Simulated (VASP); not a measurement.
# Al (Fm-3m) in VASP: a series of runs

Runs on Al. Level: PBE. Tasks: single point.

Everything below comes from runs of VASP 6.6.1. Logs are shortened: lines on timing, memory, paths and dates and some standing lists are left out, and cuts for length are marked.

## (1) The structure

The structure is cubic, space group Fm-3m (No. 225). The conventional cell has a = 4.050 Å, b = 4.050 Å, c = 4.050 Å, α = 90.00°, β = 90.00°, γ = 90.00°. Around Al (site symmetry m-3m) lie 12 Al at 2.86 Å.

## (2) Single point, PBE

File INCAR:

```
SYSTEM = Al
PREC = Accurate
ENCUT = 300
EDIFF = 1E-7
ISMEAR = -1
SIGMA = 0.15
LREAL = .False.
LASPH = .True.
NELM = 100
ALGO = Normal
ISIF = 2
LWAVE = .False.
LCHARG = .False.
GGA = PE
NBANDS = 8
ADDGRID = .False.
```

File KPOINTS:

```
regular mesh
0
Gamma
  5 5 5
  0 0 0
```

File POSCAR:

```
Al
1.0
    0.0000000000      2.0248050000      2.0248050000
    2.0248050000      0.0000000000      2.0248050000
    2.0248050000      2.0248050000      0.0000000000
Al
1
Direct
    0.0000000000      0.0000000000      0.0000000000
```

Potentials or basis: VASP PAW PBE potentials, release 64 (Al).

The run is started by

```sh
$ cat potpaw_PBE.64/Al/POTCAR > POTCAR
$ mpirun -np 1 vasp_std > vasp.out
```

OUTCAR:

```text
SYSTEM = Al
   PREC = Accurate
   ENCUT = 300
   EDIFF = 1E-7
   ISMEAR = -1
   LREAL = .False.
   LASPH = .True.
   NELM = 100
   ISIF = 2
   GGA = PE

 Found     10 irreducible k-points:

 Following reciprocal coordinates:
            Coordinates               Weight
  0.000000  0.000000  0.000000      1.000000
  0.200000  0.000000  0.000000      8.000000
  0.400000  0.000000  0.000000      8.000000
  0.200000  0.200000  0.000000      6.000000
  0.400000  0.200000  0.000000     24.000000
 -0.400000  0.200000  0.000000     24.000000
   k-points           NKPTS =     10   k-points in BZ     NKDIM =     10   number of bands    NBANDS=      8
   number of dos      NEDOS =    301   number of ions     NIONS =      1
   total plane-waves  NPLWV =   4096
   dimension x,y,z NGX =    16 NGY =   16 NGZ =   16
   dimension x,y,z NGXF=    32 NGYF=   32 NGZF=   32
   ions per type =               1
   NGX,Y,Z   is equivalent  to a cutoff of   9.29,  9.29,  9.29 a.u.
   NGXF,Y,Z  is equivalent  to a cutoff of  18.58, 18.58, 18.58 a.u.
 SYSTEM =  Al
   PREC   = accura    normal or accurate (medium, high low for compatibility)
   ISTART =      0    job   : 0-new  1-cont  2-samecut
   ICHARG =      2    charge: 1-file 2-atom 10-const
   ISPIN  =      1    spin polarized calculation?
   LNONCOLLINEAR =      F non collinear calculations
   LSORBIT =      F    spin-orbit coupling
   LASPH  =      T    aspherical Exc in radial PAW
   ENCUT  =  300.0 eV  22.05 Ry    4.70 a.u.   4.04  4.04  4.04*2*pi/ulx,y,z
   NELM   =    100;   NELMIN=  2; NELMDL= -5     # of ELM steps
   EDIFF  = 0.1E-06   stopping-criterion for ELM
   LREAL  =      F    real-space projection
   EDIFFG = 0.1E-05   stopping-criterion for IOM
   NSW    =      0    number of steps for IOM
   IBRION =     -1    ionic relax: 0-MD 1-quasi-New 2-CG
   NFREE  =      0    steps in history (QN), initial steepest desc. (CG)
   ISIF   =      2    stress and relaxation
   ISYM   =      2    0-nonsym 1-usesym 2-fastsym
   POTIM  = 0.5000    time-step for ionic-motion
   TEBEG  =    0.0;   TEEND  =   0.0 temperature during run
   PSTRESS=    0.0 pullay stress
   NELECT =       3.0000    total number of electrons
   NUPDOWN=      -1.0000    fix difference up-down
   EMIN   =  10.00;   EMAX   =-10.00  energy-range for DOS
   EFERMI =   0.00;   METHOD = LEGACY
   ISMEAR =    -1;   SIGMA  =   0.15  broadening in eV -4-tet -1-fermi 0-gaus
   EFERMI_NEDOS =   21; number of points for ismear=-14 and -15
   IALGO  =     38    algorithm
   IMIX   =      4    mixing-type and parameters
     AMIX     =   0.40;   BMIX     =  1.00
     AMIX_MAG =   1.60;   BMIX_MAG =  1.00
  volume/ion in A,a.u.               =      16.60       112.04
  Fermi-wavevector in a.u.,A,eV,Ry     =   0.925526  1.748991 11.654733  0.856599
  Thomas-Fermi vector in A             =   2.051390
   LORBIT       =      0    0 simple, 1 ext, 2 COOP (PROOUT), +10 PAW based schemes
   GGA     = PE    functional components
   LHFCALC =     F    Hartree Fock is set to
   AEXX    =    0.0000 exact exchange contribution
   IVDW    =     0    specifies the selected vdW correction
   LEPSILON=     F    determine dielectric tensor
   LRPA    =     F    only Hartree local field effects (RPA)
 non-spin polarized calculation
  energy-cutoff  :      300.00
  volume of cell :       16.60
 maximum number of plane-waves:       202
   NGX =  9   NGY =  9   NGZ =  9

 number of electron       3.0000000 magnetization

 Free energy of the ion-electron system (eV)
  ---------------------------------------------------
  ext. energy  EPLUGINS =         0.00000000
  ---------------------------------------------------
  free energy    TOTEN  =        -3.71722415 eV

  energy without entropy =       -3.66607364  energy(sigma->0) =       -3.69164889

 E-fermi :   8.2578     XC(G=0): -10.1731

 val. band max:        8.0195674579   @ k =  -0.4000   0.4000   0.0000
 cond. band min:       8.3476267565   @ k =  -0.4000   0.4000   0.2000
 fundamental gap:      0.3280592985
 Fermi energy:         8.2578189347

 k-point     1 :       0.0000    0.0000    0.0000
  band No.  band energies     occupation
      1      -3.1546      2.00000
      2      20.5620      0.00000
      3      20.5620      0.00000
      4      20.5620      0.00000
      5      21.9702      0.00000
      6      21.9702      0.00000
      7      21.9703      0.00000
      8      24.3607      0.00000

 k-point     2 :       0.2000    0.0000    0.0000
  band No.  band energies     occupation
      1      -2.0753      2.00000
      2      13.2571      0.00000
      3      19.0475      0.00000
      4      19.0475      0.00000
      5      22.3693      0.00000
      6      23.5468      0.00000
      7      23.5468      0.00000
      8      25.6343      0.00000

 k-point     3 :       0.4000    0.0000    0.0000
  band No.  band energies     occupation
      1       1.1153      2.00000
      2       6.2979      2.00000
      3      18.7877      0.00000
      4      18.7877      0.00000
      5      20.3516      0.00000
      6      20.3516      0.00000
      7      22.4179      0.00000
      8      24.2333      0.00000

 k-point     4 :       0.2000    0.2000    0.0000
  band No.  band energies     occupation
      1      -1.7173      2.00000
      2      16.2750      0.00000
      3      16.2750      0.00000
      4      16.3852      0.00000
      5      18.6608      0.00000
      6      19.6502      0.00000
      7      28.1712      0.00000
      8      28.1712      0.00000

 k-point     5 :       0.4000    0.2000    0.0000
  band No.  band energies     occupation
      1       0.7631      2.00000
      2       9.2934      0.00201
      3      14.4679      0.00000
      4      15.3587      0.00000
      5      17.0301      0.00000
      6      22.9011      0.00000
      7      26.1652      0.00000
      8      28.7363      0.00000

 k-point     6 :      -0.4000    0.2000    0.0000
  band No.  band energies     occupation
      1       3.5434      2.00000
      2       5.2633      2.00000
      3      12.1928      0.00000
      4      16.2986      0.00000
      5      18.1562      0.00000
      6      24.1092      0.00000
      7      26.6185      0.00000
      8      29.5817      0.00000

 [... further k-points ...]

------------------------ aborting loop because EDIFF is reached ----------------------------------------

  FORCE on cell =-STRESS in cart. coord.  units (eV):
  Direction    XX          YY          ZZ          XY          YZ          ZX
  --------------------------------------------------------------------------------------
  -------------------------------------------------------------------------------------
  Total        0.0847708      0.0847708      0.0847708     -0.0000000      0.0000000     -0.0000000
  in kB        8.1804480      8.1804480      8.1804480     -0.0000000      0.0000000     -0.0000000
  external PRESSURE =       8.1804480 kB  Pullay stress =       0.0000000 kB

 VOLUME and BASIS-vectors are now :
 -----------------------------------------------------------------------------
  energy-cutoff  :      300.00
  volume of cell :       16.60
      direct lattice vectors                 reciprocal lattice vectors
     0.000000000  2.024805000  2.024805000    -0.246937359  0.246937359  0.246937359
     2.024805000  0.000000000  2.024805000     0.246937359 -0.246937359  0.246937359
     2.024805000  2.024805000  0.000000000     0.246937359  0.246937359 -0.246937359

 POSITION                                       TOTAL-FORCE (eV/Angst)
 -----------------------------------------------------------------------------------
      0.00000      0.00000      0.00000        -0.000000      0.000000      0.000000
 -----------------------------------------------------------------------------------
    total drift:                                0.000000     -0.000000     -0.000000

  FREE ENERGIE OF THE ION-ELECTRON SYSTEM (eV)
  ---------------------------------------------------
  free  energy   TOTEN  =        -3.7172241454 eV

  energy  without entropy=       -3.6660736380  energy(sigma->0) =       -3.69164889
```

It took 1.2 s on 1 thread of Intel Xeon 6975P-C (Granite Rapids), shared host; peak memory 0.1 GiB.

These settings aren't checked as converged: the numbers below hold their error.

What came out:

* Free energy: -3.7172 eV
* Pressure: 0.8 GPa
* Band gap on the k mesh: none (metal or under the smearing width)

Caveat: the k mesh is coarse (spacing up to 0.54 Å⁻¹), so the values aren't converged.

## (3) Single point, PBE

INCAR is that of step 2.

KPOINTS is that of step 2.

File POSCAR:

```
Al
1.0
   -0.0142710000      2.0302060000      1.9470980000
    2.0319350000     -0.0386130000      1.9714400000
    2.0296090000      2.0522230000     -0.0362870000
Al
1
Direct
    0.0259050000     -0.0062880000     -0.0081470000
```

Potentials or basis: VASP PAW PBE potentials, release 64 (Al).

The run is started by

```sh
$ cat potpaw_PBE.64/Al/POTCAR > POTCAR
$ mpirun -np 1 vasp_std > vasp.out
```

Wall time 2 s (1 thread of Intel Xeon 6975P-C (Granite Rapids), shared host); peak memory 0.1 GiB.

The run converged, but some of its settings lie outside the range that counts as converged, so its numbers aren't taken as properties of the crystal.

Results:

```yaml
Free_energy: -3.7169 eV
Pressure: 0.5 GPa
Band_gap_on_the_k_mesh: none (metal or under the smearing width)
```

Caveat: the k mesh is coarse (spacing up to 0.54 Å⁻¹), so the values aren't converged.

## (4) Single point, PBE

Changes to INCAR since step 3:

```diff
@@ -2,3 +2,3 @@
 PREC = Accurate
-ENCUT = 300
+ENCUT = 350
 EDIFF = 1E-7
```

KPOINTS is that of step 3.

File POSCAR:

```
Al
1.0
    0.0000000000      2.0248050000      2.0248050000
    2.0248050000      0.0000000000      2.0248050000
    2.0248050000      2.0248050000      0.0000000000
Al
1
Direct
    0.0000000000      0.0000000000      0.0000000000
```

The run is started by

```sh
$ cat potpaw_PBE.64/Al/POTCAR > POTCAR
$ mpirun -np 1 vasp_std > vasp.out
```

It took 1.1 s on 1 thread of Intel Xeon 6975P-C (Granite Rapids), shared host; peak memory 0.11 GiB.

The run converged, but some of its settings lie outside the range that counts as converged, so its numbers aren't taken as properties of the crystal.

What came out:

- Free energy: -3.7203 eV
- Pressure: 0.8 GPa
- Band gap on the k mesh: none (metal or under the smearing width)

Caveat: the k mesh is coarse (spacing up to 0.54 Å⁻¹), so the values aren't converged.

## (5) Single point, PBE

INCAR is that of step 4.

KPOINTS is that of step 4.

File POSCAR:

```
Al
1.0
   -0.0142710000      2.0302060000      1.9470980000
    2.0319350000     -0.0386130000      1.9714400000
    2.0296090000      2.0522230000     -0.0362870000
Al
1
Direct
    0.0259050000     -0.0062880000     -0.0081470000
```

The run is started by

```sh
$ cat potpaw_PBE.64/Al/POTCAR > POTCAR
$ mpirun -np 1 vasp_std > vasp.out
```

Run time: 2.4 s. Hardware: 1 thread of Intel Xeon 6975P-C (Granite Rapids), shared host; peak memory 0.11 GiB.

These settings aren't checked as converged: the numbers below hold their error.

What came out:

```
Free energy            : -3.7196 eV
Pressure               : 0.5 GPa
Band gap on the k mesh : none (metal or under the smearing width)
```

Caveat: the k mesh is coarse (spacing up to 0.54 Å⁻¹), so the values aren't converged.

## (6) Single point, PBE

Changes to INCAR since step 5:

```diff
@@ -2,3 +2,3 @@
 PREC = Accurate
-ENCUT = 350
+ENCUT = 250
 EDIFF = 1E-7
```

File KPOINTS:

```
regular mesh
0
Gamma
  6 6 6
  0 0 0
```

File POSCAR:

```
Al
1.0
    0.0000000000      2.0248050000      2.0248050000
    2.0248050000      0.0000000000      2.0248050000
    2.0248050000      2.0248050000      0.0000000000
Al
1
Direct
    0.0000000000      0.0000000000      0.0000000000
```

Potentials or basis: VASP PAW PBE potentials, release 64 (Al).

The run is started by

```sh
$ cat potpaw_PBE.64/Al/POTCAR > POTCAR
$ mpirun -np 1 vasp_std > vasp.out
```

OUTCAR:

```text
SYSTEM = Al
   PREC = Accurate
   ENCUT = 250
   EDIFF = 1E-7
   ISMEAR = -1
   LREAL = .False.
   LASPH = .True.
   NELM = 100
   ISIF = 2
   GGA = PE

 Found     16 irreducible k-points:

 Following reciprocal coordinates:
            Coordinates               Weight
  0.000000  0.000000  0.000000      1.000000
  0.166667  0.000000  0.000000      8.000000
  0.333333  0.000000  0.000000      8.000000
  0.500000  0.000000  0.000000      4.000000
  0.166667  0.166667  0.000000      6.000000
  0.333333  0.166667  0.000000     24.000000
[... 141 lines left out ...]
------------------------ aborting loop because EDIFF is reached ----------------------------------------

  FORCE on cell =-STRESS in cart. coord.  units (eV):
  Direction    XX          YY          ZZ          XY          YZ          ZX
  --------------------------------------------------------------------------------------
  -------------------------------------------------------------------------------------
  Total       -0.0212784     -0.0212784     -0.0212784      0.0000000      0.0000000     -0.0000000
  in kB       -2.0533839     -2.0533839     -2.0533839      0.0000000      0.0000000     -0.0000000
  external PRESSURE =      -2.0533839 kB  Pullay stress =       0.0000000 kB

 VOLUME and BASIS-vectors are now :
 -----------------------------------------------------------------------------
  energy-cutoff  :      250.00
  volume of cell :       16.60
      direct lattice vectors                 reciprocal lattice vectors
     0.000000000  2.024805000  2.024805000    -0.246937359  0.246937359  0.246937359
     2.024805000  0.000000000  2.024805000     0.246937359 -0.246937359  0.246937359
     2.024805000  2.024805000  0.000000000     0.246937359  0.246937359 -0.246937359

 POSITION                                       TOTAL-FORCE (eV/Angst)
 -----------------------------------------------------------------------------------
      0.00000      0.00000      0.00000        -0.000000      0.000000     -0.000000
 -----------------------------------------------------------------------------------
    total drift:                                0.000000     -0.000000     -0.000000

  FREE ENERGIE OF THE ION-ELECTRON SYSTEM (eV)
  ---------------------------------------------------
  free  energy   TOTEN  =        -3.8152765141 eV

  energy  without entropy=       -3.7965123330  energy(sigma->0) =       -3.80589442
```

stdout:

```text
POSCAR found type information on POSCAR Al
 POSCAR found :  1 types and       1 ions
 scaLAPACK will be used
 LDA part: xc-table for (Slater+PW92), standard interpolation
 POSCAR, INCAR and KPOINTS ok, starting setup
 FFT: planning ... GRIDC
 FFT: planning ... GRID_SOFT
 FFT: planning ... GRID
 WAVECAR not read
 entering main loop
```

Run time: 0.9 s. Hardware: 1 thread of Intel Xeon 6975P-C (Granite Rapids), shared host; peak memory 0.1 GiB.

The run converged, but some of its settings lie outside the range that counts as converged, so its numbers aren't taken as properties of the crystal.

What came out:

* Free energy: -3.8153 eV
* Band gap on the k mesh: none (metal or under the smearing width)

Caveat: the k mesh is coarse (spacing up to 0.45 Å⁻¹), so the values aren't converged; the cutoff is under 1.25 times the usual one of these potentials, so pressure, stress and relaxed cells hold a basis-set (Pulay) error.
